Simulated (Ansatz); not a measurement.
The polar optical mode of CaO at 7.6 GPa, worked through

These are results of Ansatz, DFT PBEsol, scalar-relativistic, plane waves, PAW, not measurements. Plane waves to 420 eV; Γ-centred k mesh 8×8×8; fixed occupations. No spin polarisation. Phonons by linear response, acoustic sum rule imposed.

The cell is fixed (symmetry leaves no force on the atoms) and stands under 7.6 GPa:
```cif
data_structure
_symmetry_space_group_name_H-M 'Pm-3m'
_symmetry_Int_Tables_number 221
_cell_length_a 2.8344
_cell_length_b 2.8344
_cell_length_c 2.8344
_cell_angle_alpha 90.000
_cell_angle_beta 90.000
_cell_angle_gamma 90.000
_cell_volume 22.77
loop_
_atom_site_label
_atom_site_type_symbol
_atom_site_symmetry_multiplicity
_atom_site_Wyckoff_symbol
_atom_site_fract_x
_atom_site_fract_y
_atom_site_fract_z
_atom_site_occupancy
Ca1 Ca 1 a 0.00000 0.00000 0.00000 1
O1 O 1 b 0.50000 0.50000 0.50000 1
```

The cell is the ideal cubic caesium chloride prototype; this isn't the usual structure of the compound.

Linear response gives ν_TO = 195.4 cm⁻¹, Born charges ±2.578 e (positive on Ca) and ε∞ = 4.618. The primitive cell holds 22.771 Å³, and the masses are 40.078 and 15.999 amu.

Q: Find ν_LO and the static dielectric constant.

A: The long-wave field adds a restoring force: ω_LO² − ω_TO² = Z*²e²/(ε_vac ε∞ μV). In these units ν_LO² − ν_TO² = 4.92064×10⁷ Z*²/(μ V ε∞) cm⁻², with μ = m₁m₂/(m₁ + m₂) = 11.434 amu: 271997 cm⁻². So ν_LO = √(195.4² + 271997) = 556.9 cm⁻¹, and the run gives 556.9. Lyddane–Sachs–Teller then gives ε0 = ε∞ (ν_LO/ν_TO)² = 37.51, against 37.51 in the run (it forms both from the same three quantities, so the match checks the arithmetic only). Between ν_TO and ν_LO the dielectric function is negative and an undamped crystal reflects fully: a reststrahlen band from 18.0 to 51.2 μm.

Q: What do the Clausius–Mossotti polarisability and the Szigeti charge come to?

A: With the Lorentz local field, α = (3V/4π)(ε∞ − 1)/(ε∞ + 2) = 2.97 Å³ for the pair, and e_S = 3Z*/(ε∞ + 2) = 1.17 e. The Born charge includes the electrons' response to the dipole's own local field, and e_S takes that enhancement out. The Lorentz field assumes point-like polarisable ions, a poor picture once ε∞ is this large, since the electron clouds then overlap or are shared, so both numbers are formal here.

Q: How strongly does a slow electron couple to the LO mode?

A: For one isotropic parabolic band, Fröhlich's constant is α_F = (1/ε∞ − 1/ε0) √(m* Ry/ħω_LO), with Ry = 13.606 eV, ħω_LO = 69.1 meV and m* in free-electron masses: α_F = 0.1899 × 14.04 × √m* = 2.67 √m*. The band mass isn't part of this run; for m* = 0.1, 0.3 and 1 it gives 0.84, 1.46, 2.67. In weak coupling the polaron lies α_F ħω_LO below the band edge (101 meV at m* = 0.3) with a mass m*(1 + α_F/6); past α_F of about 5 or 6 that expansion fails. A semilocal functional's ε∞ tends to be too large, which taken alone lowers α_F.

Cost: 1 run of about 0.24 core-minutes, on Arm Neoverse V2 (shared hosts).